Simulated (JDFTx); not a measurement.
The system is Pb.

```
CELL_PARAMETERS angstrom
0.00000 2.47502 2.47502
2.47502 0.00000 2.47502
2.47502 2.47502 0.00000
ATOMIC_POSITIONS crystal
Pb 0.00000 0.00000 0.00000
```

```yaml
Program: JDFTx 1.7.0 (patched build)
Task: relaxation of cell and atoms
Functional: RPBE
Potentials_or_basis: SG15-PBE-1.2 with smoothed tails
Cutoff: 1088 eV
Density_cutoff: 4354 eV
k_mesh: 4 × 4 × 4
Occupations: fermi-dirac, width 0.05 eV
Spin: no spin polarisation
```

At the start: pressure 3.6 GPa; volume 30.32 Å³/atom.

Q: How do energy, volume and symmetry change on relaxing?

A: Over 6 steps the energy falls by 27.5 meV/atom and the volume is 32.96 Å³/atom (+8.7 %); space group Fm-3m (No. 225, to 0.05 Å).

Step by step:
```
step  energy change (eV)  largest force (eV/Å)  pressure (GPa)  volume (Å³)
   1              0.0000                0.0000            3.64        30.32
   2             -0.0094                0.0000            2.86        30.79
   3             -0.0271                0.0000            0.36        32.63
   4             -0.0274                0.0000            0.06        32.91
   5             -0.0275                0.0000            0.00        32.96
   6             -0.0275                0.0000            0.00        32.96
```

Final structure:
```cif
data_structure
_symmetry_space_group_name_H-M 'P 1'
_symmetry_Int_Tables_number 1
_cell_length_a 3.5989
_cell_length_b 3.5989
_cell_length_c 3.5989
_cell_angle_alpha 60.000
_cell_angle_beta 60.000
_cell_angle_gamma 60.000
_cell_volume 32.96
loop_
_atom_site_label
_atom_site_type_symbol
_atom_site_fract_x
_atom_site_fract_y
_atom_site_fract_z
_atom_site_occupancy
Pb1 Pb 0.00000 0.00000 0.00000 1
```

Caveat: the k mesh is coarse (spacing up to 0.55 Å⁻¹), so the values aren't converged; the plane waves are those of the starting cell, so after so large a change of volume the result is rough; the potentials were made for another functional, which shifts forces and pressure.
